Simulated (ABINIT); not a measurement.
## MgO (Fm-3m): bands and cutoff in G0W0 with ABINIT

Aim: raise bands and screening cutoff together for MgO (Fm-3m) and follow gap and time.

Program: ABINIT 10.8.3. Level of theory: LDA and many-body steps on it, plane waves. Results are calculated unless marked as measured.

### 1. The starting structure

The structure is cubic, space group Fm-3m (No. 225). Conventional cell: a = 4.194 Å, b = 4.194 Å, c = 4.194 Å, α = 90.00°, β = 90.00°, γ = 90.00°. Nearest to Mg lie 6 O at 2.10 Å. O has 6 Mg at 2.10 Å nearest. Farther neighbours and most contacts between anions are not listed.

The cell and positions are those that the Materials Project relaxed with its own functionals (PBE, PBE+U or r2SCAN), kept fixed.

### 2. Empty states on the mesh, 6×6×6 mesh, 484 bands

This step: ABINIT 10.8.3; DFT, LDA, plane waves, norm-conserving pseudopotentials.

The sums over transitions need many empty states on a uniform mesh; this step solves for them.

The input, run.abi:

```
acell 3*1.0 Angstrom
rprim 
  -0.000000000000 2.097001392700 2.097001392700
  2.097001392700 -0.000000000000 2.097001392700
  2.097001392700 2.097001392700 -0.000000000000
ntypat 2
znucl 12 8
natom 2
typat 1 2
xred 
  0.000000000000 0.000000000000 0.000000000000
  0.500000000000 0.500000000000 0.500000000000
pp_dirpath "pseudos"
pseudos "Mg.upf, O.upf"
ecut 38
ngkpt 6 6 6
nshiftk 1
shiftk 0 0 0
kptopt 1
chksymbreak 0
irdden 1
istwfk *1
nband 484
prtvol 0
optdriver 6
gwr_task "HDIAGO"
paral_kgb 0
occopt 1
indata_prefix "in"
outdata_prefix "out"
tmpdata_prefix "tmp"
```

The run is started by

```
> OMP_NUM_THREADS=1 mpirun -n 4 abinit run.abi > log
```

The log of the run:

```text
.Version 10.8.3 of ABINIT. v10.8.2 released Aug 2026.

 Symmetries : space group Fm -3 m (#225); Bravais cF (face-center cubic)
[... echo of the input left out ...]
== DATASET  1 ==================================================================
-   mpi_nproc: 4, omp_nthreads: 1 (-1 if OMP is not activated)

--- !DatasetInfo
iteration_state: {dtset: 1, }
dimensions: {natom: 2, nkpt: 16, mband: 484, nsppol: 1, nspinor: 1, nspden: 1, mpw: 1411, }
cutoff_energies: {ecut:  38.0, pawecutdg:  -1.0, }
[...]
Direct band gap semiconductor
 Fundamental gap:     4.817 (eV)
   VBM:     4.459 (eV) at k: [ 0.0000E+00,  0.0000E+00,  0.0000E+00]
   CBM:     9.275 (eV) at k: [ 0.0000E+00,  0.0000E+00,  0.0000E+00]
 Direct gap:         4.817 (eV) at k: [ 0.0000E+00,  0.0000E+00,  0.0000E+00]

== END DATASET(S) ==============================================================
================================================================================

 -outvars: echo values of variables after computation  --------
           etotal      0.0000000000E+00
            nband         484
             nkpt          16
          spgroup         225
 [... the other variables as echoed above ...]

 Calculation completed.
```

Run time: 11 s. Hardware: 4 MPI ranks of Arm Neoverse V2, shared host; peak memory 0.7 GiB.

This step gave:

```
gap                                                           : 4.817 eV
k of the valence top                                          : 0, 0, 0
k of the conduction bottom                                    : 0, 0, 0
least direct gap                                              : 4.817 eV
k points computed                                             : 16
lowest point of the top converged band, above the valence top : 481.4495 eV
```

On this mesh the gap is 4.817 eV.

The density comes from a self-consistent run that is not shown.

### 3. Screening, 6×6×6 mesh, 100 bands, screening to 203.5 eV

The RPA dielectric matrix is built and inverted for each q.

This step: RPA screening on LDA, plane waves, norm-conserving pseudopotentials.

run.abi, as its differences from that of step 2:

```diff
@@ -20,10 +20,11 @@
 chksymbreak 0
-irdden 1
 istwfk *1
-nband 484
-prtvol 0
-optdriver 6
-gwr_task "HDIAGO"
-paral_kgb 0
 occopt 1
+irdwfk 1
+optdriver 3
+nband 100
+ecuteps 7.48
+inclvkb 2
+awtr 1
+symchi 1
 indata_prefix "in"
```

The log of the run:

```text
.Version 10.8.3 of ABINIT. v10.8.2 released Aug 2026.

 Symmetries : space group Fm -3 m (#225); Bravais cF (face-center cubic)
[... echo of the input left out ...]
== DATASET  1 ==================================================================
-   mpi_nproc: 4, omp_nthreads: 1 (-1 if OMP is not activated)

--- !DatasetInfo
iteration_state: {dtset: 1, }
dimensions: {natom: 2, nkpt: 16, mband: 100, nsppol: 1, nspinor: 1, nspden: 1, mpw: 1411, }
cutoff_energies: {ecut:  38.0, pawecutdg:  -1.0, }
electrons: {nelect:   1.60000000E+01, charge:   0.00000000E+00, occopt:   1.00000000E+00, tsmear:   1.00000000E-02, }

 SCREENING: Calculation of the susceptibility and dielectric matrices

 Based on a program developped by R.W. Godby, V. Olevano, G. Onida, and L. Reining.
 Incorporated in ABINIT by V. Olevano, G.-M. Rignanese, and M. Torrent.
.Using double precision arithmetic ; gwpc =  8

[... cell and pseudopotentials left out ...]
--------------------------------------------------------------------------------

 ==== K-mesh for the wavefunctions ====
 Number of points in the irreducible wedge :    16
[... list of points left out ...]
 Together with 48 symmetry operations and time-reversal symmetry
 yields   216 points in the full Brillouin Zone.

 ==== Q-mesh for the screening function ====
 Number of points in the irreducible wedge :    16
[... list of points left out ...]
 Together with 48 symmetry operations and time-reversal symmetry
 yields   216 points in the full Brillouin Zone.

 setmesh: FFT mesh size selected  =    24x   24x   24
          total number of points  =        13824

 vcoul_init : cutoff-mode = AUXILIARY_FUNCTION
 q-points for optical limit:   1
     1)      0.000010    0.000020    0.000030

- screening: taking advantage of time-reversal symmetry
- Maximum band index for partially occupied states nbvw = 8
- Remaining bands to be divided among processors   nbcw = 92
- Number of bands treated by each node ~23

 Number of electrons calculated from density =   16.0000; Expected =   16.0000
 average of density, n =  0.128557
 r_s =    1.2291
 omega_plasma =   34.5863 [eV]

 calculating chi0 at frequencies [eV] :
  1    0.000000E+00    0.000000E+00
  2    0.000000E+00    3.458631E+01

--------------------------------------------------------------------------------
  q-point number  1        q = ( 0.000000, 0.000000, 0.000000) [r.l.u.]
--------------------------------------------------------------------------------
[... chi0 elements left out ...]
 For q-point:  0.000010 0.000020 0.000030
  dielectric constant =   3.0911
  dielectric constant without local fields =   3.3093

  Average fulfillment of the sum rule on Im[epsilon] for q-point    1 :     74.16  [%]
[... wings left out ...]
  q-point number  2        q = ( 0.166667, 0.000000, 0.000000) [r.l.u.]
--------------------------------------------------------------------------------
[... chi0 elements left out ...]
  Average fulfillment of the sum rule on Im[epsilon] for q-point    2 :     87.60  [%]

 [... 14 further q-points ...]
```

It took 53 s on 4 MPI ranks; peak memory 0.79 GiB.

Numbers from this step:

```yaml
eps_infinity_with_local_fields_on_this_mesh_along_the_program_s_q_direction: 3.091
the_same_without_local_fields: 3.309
plasma_frequency: 34.59 eV
plane_waves_in_the_screening_matrix: 113
```

Local fields lower ε∞ by 7 %.

### 4. 100 bands, 203.5 eV

The self-energy is evaluated for the states that the input lists, and the levels follow from it, in one-shot runs by the linearised quasiparticle equation.

This step: G0W0 on LDA, plane waves, norm-conserving pseudopotentials.

run.abi, as its differences from that of step 3:

```diff
@@ -23,8 +23,19 @@
 irdwfk 1
-optdriver 3
+optdriver 4
 nband 100
+gwcalctyp 0
+ecutsigx 38
+symsigma 1
+nkptgw 3
+kptgw 
+  0.0000000000 0.0000000000 0.0000000000
+  0.5000000000 0.0000000000 0.0000000000
+  0.5000000000 0.5000000000 0.0000000000
+bdgw 
+  6 12
+  7 10
+  7 10
 ecuteps 7.48
-inclvkb 2
-awtr 1
-symchi 1
+irdscr 1
+ppmodel 1
 indata_prefix "in"
```

The log of the run:

```text
.Version 10.8.3 of ABINIT. v10.8.2 released Aug 2026.

 Symmetries : space group Fm -3 m (#225); Bravais cF (face-center cubic)
[... echo of the input left out ...]
== DATASET  1 ==================================================================
-   mpi_nproc: 4, omp_nthreads: 1 (-1 if OMP is not activated)

--- !DatasetInfo
iteration_state: {dtset: 1, }
dimensions: {natom: 2, nkpt: 16, mband: 100, nsppol: 1, nspinor: 1, nspden: 1, mpw: 1411, }
cutoff_energies: {ecut:  38.0, pawecutdg:  -1.0, }
electrons: {nelect:   1.60000000E+01, charge:   0.00000000E+00, occopt:   1.00000000E+00, tsmear:   1.00000000E-02, }

 SIGMA: Calculation of the GW corrections

 Based on a program developped by R.W. Godby, V. Olevano, G. Onida, and L. Reining.
 Incorporated in ABINIT by V. Olevano, G.-M. Rignanese, and M. Torrent.
.Using double precision arithmetic ; gwpc =  8

[... cell and pseudopotentials left out ...]
--------------------------------------------------------------------------------

 ==== K-mesh for the wavefunctions ====
 Number of points in the irreducible wedge :    16
[... list of points left out ...]
 Together with 48 symmetry operations and time-reversal symmetry
 yields   216 points in the full Brillouin Zone.

 ==== Q-mesh for screening function ====
 Number of points in the irreducible wedge :    16
[... list of points left out ...]
 Together with 48 symmetry operations and time-reversal symmetry
 yields   216 points in the full Brillouin Zone.

 vcoul_init : cutoff-mode = AUXILIARY_FUNCTION
 q-points for optical limit:   1
     1)      0.000010    0.000020    0.000030
 setmesh: FFT mesh size selected  =    32x   32x   32
          total number of points  =        32768

 Number of electrons calculated from density =   16.0000; Expected =   16.0000
 average of density, n =  0.128557
 r_s =    1.2291
 omega_plasma =   34.5863 [eV]

 === KS Band Gaps ===
  >>>> For spin  1
   Minimum direct gap =   4.8168 [eV], located at k-point      :   0.0000  0.0000  0.0000
   Fundamental gap    =   4.8168 [eV], Top of valence bands at :   0.0000  0.0000  0.0000
                                       Bottom of conduction at :   0.0000  0.0000  0.0000
 SIGMA fundamental parameters:
 PLASMON POLE MODEL  1
 number of plane-waves for SigmaX                 1411
 number of plane-waves for SigmaC and W            113
 number of plane-waves for wavefunctions          1411
 number of bands                                   100
 number of independent spin polarizations            1
 number of spinorial components                      1
 number of k-points in IBZ                          16
 number of q-points in IBZ                          16
 number of symmetry operations                      48
 number of k-points in BZ                          216
 number of q-points in BZ                          216
 number of frequencies for dSigma/dE                 9
 frequency step for dSigma/dE [eV]                0.25
 number of omega for Sigma on real axis              0
 max omega for Sigma on real axis  [eV]           0.00
 zcut for avoiding poles [eV]                     0.10

 EPSILON^-1 parameters (SCR file):
 dimension of the eps^-1 matrix on file            113
 dimension of the eps^-1 matrix used               113
 number of plane-waves for wavefunctions          1411
 number of bands                                   100
 number of q-points in IBZ                          16
 number of frequencies                               2
 number of real frequencies                          1
 number of imag frequencies                          1

 matrix elements of self-energy operator (all in [eV])

 Perturbative Calculation

--- !SelfEnergy_ee
iteration_state: {dtset: 1, }
kpoint     : [   0.000,    0.000,    0.000, ]
spin       : 1
KS_gap     :    4.817
QP_gap     :    7.512
Delta_QP_KS:    2.695
data: !SigmaeeData |
     Band     E0 <VxcDFT>   SigX SigC(E0)      Z dSigC/dE  Sig(E)    E-E0       E
        6   4.459 -19.927 -25.546   3.795   0.807  -0.239 -21.399  -1.472   2.986
        7   4.459 -19.927 -25.546   3.795   0.807  -0.239 -21.399  -1.472   2.986
        8   4.459 -19.927 -25.546   3.795   0.807  -0.239 -21.399  -1.472   2.986
        9   9.275 -14.141  -9.150  -3.558   0.853  -0.172 -12.919   1.223  10.498
       10  20.226 -10.299  -3.755  -4.688   0.861  -0.161  -8.701   1.598  21.824
       11  20.226 -10.299  -3.755  -4.688   0.861  -0.161  -8.701   1.598  21.824
[...]
--- !SelfEnergy_ee
iteration_state: {dtset: 1, }
kpoint     : [   0.500,    0.000,    0.000, ]
spin       : 1
KS_gap     :    8.519
QP_gap     :   11.509
Delta_QP_KS:    2.990
data: !SigmaeeData |
     Band     E0 <VxcDFT>   SigX SigC(E0)      Z dSigC/dE  Sig(E)    E-E0       E
[...]
--- !SelfEnergy_ee
iteration_state: {dtset: 1, }
kpoint     : [   0.500,    0.500,    0.000, ]
spin       : 1
KS_gap     :   10.397
QP_gap     :   13.327
Delta_QP_KS:    2.930
data: !SigmaeeData |
     Band     E0 <VxcDFT>   SigX SigC(E0)      Z dSigC/dE  Sig(E)    E-E0       E
[...]
8   3.084 -18.670 -24.653   3.939   0.807  -0.240 -20.319  -1.649   1.435
        9  13.481  -9.564  -3.964  -4.130   0.872  -0.147  -8.283   1.281  14.762
       10  14.329 -12.840  -6.552  -4.372   0.865  -0.156 -11.182   1.658  15.987

== END DATASET(S) ==============================================================
================================================================================

 -outvars: echo values of variables after computation  --------
           etotal      0.0000000000E+00
            nband         100
             nkpt          16
          spgroup         225
 [... the other variables as echoed above ...]

 Calculation completed.
```

Run time: 7.5 s. Hardware: 4 MPI ranks; peak memory 0.77 GiB; 30 s of CPU time.

Numbers from this step:

* G0W0 gap on the points computed: 7.512 eV
* starting gap on the mesh: 4.817 eV
* k of the valence top: 0, 0, 0
* k of the conduction bottom: 0, 0, 0
* Z at the valence top: 0.807
* Z at the conduction bottom: 0.853
* least direct G0W0 gap on the computed points: 7.512 eV

The gap on the mesh goes from 4.82 eV to 7.51 eV, a correction of +2.70 eV.

### 5. Screening, 6×6×6 mesh, 149 bands, screening to 269.4 eV

This step: RPA screening on LDA, plane waves, norm-conserving pseudopotentials.

run.abi, as its differences from that of step 4:

```diff
@@ -23,19 +23,8 @@
 irdwfk 1
-optdriver 4
-nband 100
-gwcalctyp 0
-ecutsigx 38
-symsigma 1
-nkptgw 3
-kptgw 
-  0.0000000000 0.0000000000 0.0000000000
-  0.5000000000 0.0000000000 0.0000000000
-  0.5000000000 0.5000000000 0.0000000000
-bdgw 
-  6 12
-  7 10
-  7 10
-ecuteps 7.48
-irdscr 1
-ppmodel 1
+optdriver 3
+nband 149
+ecuteps 9.9
+inclvkb 2
+awtr 1
+symchi 1
 indata_prefix "in"
```

The log of the run:

```text
.Version 10.8.3 of ABINIT. v10.8.2 released Aug 2026.

 Symmetries : space group Fm -3 m (#225); Bravais cF (face-center cubic)
[... echo of the input left out ...]
== DATASET  1 ==================================================================
-   mpi_nproc: 4, omp_nthreads: 1 (-1 if OMP is not activated)

--- !DatasetInfo
iteration_state: {dtset: 1, }
dimensions: {natom: 2, nkpt: 16, mband: 149, nsppol: 1, nspinor: 1, nspden: 1, mpw: 1411, }
cutoff_energies: {ecut:  38.0, pawecutdg:  -1.0, }
electrons: {nelect:   1.60000000E+01, charge:   0.00000000E+00, occopt:   1.00000000E+00, tsmear:   1.00000000E-02, }

 SCREENING: Calculation of the susceptibility and dielectric matrices

 Based on a program developped by R.W. Godby, V. Olevano, G. Onida, and L. Reining.
 Incorporated in ABINIT by V. Olevano, G.-M. Rignanese, and M. Torrent.
.Using double precision arithmetic ; gwpc =  8

[... cell and pseudopotentials left out ...]
--------------------------------------------------------------------------------

 ==== K-mesh for the wavefunctions ====
 Number of points in the irreducible wedge :    16
[... list of points left out ...]
 Together with 48 symmetry operations and time-reversal symmetry
 yields   216 points in the full Brillouin Zone.

 ==== Q-mesh for the screening function ====
 Number of points in the irreducible wedge :    16
[... list of points left out ...]
 Together with 48 symmetry operations and time-reversal symmetry
 yields   216 points in the full Brillouin Zone.

 setmesh: FFT mesh size selected  =    24x   24x   24
          total number of points  =        13824

 vcoul_init : cutoff-mode = AUXILIARY_FUNCTION
 q-points for optical limit:   1
     1)      0.000010    0.000020    0.000030

- screening: taking advantage of time-reversal symmetry
- Maximum band index for partially occupied states nbvw = 8
- Remaining bands to be divided among processors   nbcw = 141
- Number of bands treated by each node ~35

 Number of electrons calculated from density =   16.0000; Expected =   16.0000
 average of density, n =  0.128557
 r_s =    1.2291
 omega_plasma =   34.5863 [eV]

 calculating chi0 at frequencies [eV] :
  1    0.000000E+00    0.000000E+00
  2    0.000000E+00    3.458631E+01

--------------------------------------------------------------------------------
  q-point number  1        q = ( 0.000000, 0.000000, 0.000000) [r.l.u.]
--------------------------------------------------------------------------------
[... chi0 elements left out ...]
 For q-point:  0.000010 0.000020 0.000030
  dielectric constant =   3.0883
  dielectric constant without local fields =   3.3113

  Average fulfillment of the sum rule on Im[epsilon] for q-point    1 :     84.31  [%]
[... wings left out ...]
  q-point number  2        q = ( 0.166667, 0.000000, 0.000000) [r.l.u.]
--------------------------------------------------------------------------------
[... chi0 elements left out ...]
  Average fulfillment of the sum rule on Im[epsilon] for q-point    2 :     95.57  [%]

 [... 14 further q-points ...]
```

Elapsed: 92 s, on 4 MPI ranks; peak memory 1 GiB.

Numbers from this step:

| Quantity | Value |
| --- | --- |
| ε∞ with local fields, on this mesh, along the program's q direction | 3.088 |
| the same without local fields | 3.311 |
| plasma frequency | 34.59 eV |
| plane waves in the screening matrix | 169 |

[end of part 1 of 2]

[Paths, hosts, dates, memory and timing lines, banners, echoed tables and standing remarks are left out of the program output.]

[Logs are printed without paths, hosts, clocks, repeated set-up lines and the standing remarks that a program may print on its own settings, such as how far it seeks lower states.]

[Runs of the session that timed out or met a known fault of the program may be left out.]

[Hosts, paths, dates, database ids (printed as entryN), source tags and the programs' standing remarks are cut or masked in the printed files.]

[G0W0 gaps are taken among the corrected bands and points alone; a level outside them can change the order at an edge.]

[Where Ansatz stands beside ABINIT at settings called matched, ABINIT's density can come from a denser mesh and the files from another edition; pairs whose starting gaps differed by over 0.03 eV were left out, so agreement reads better than it is.]
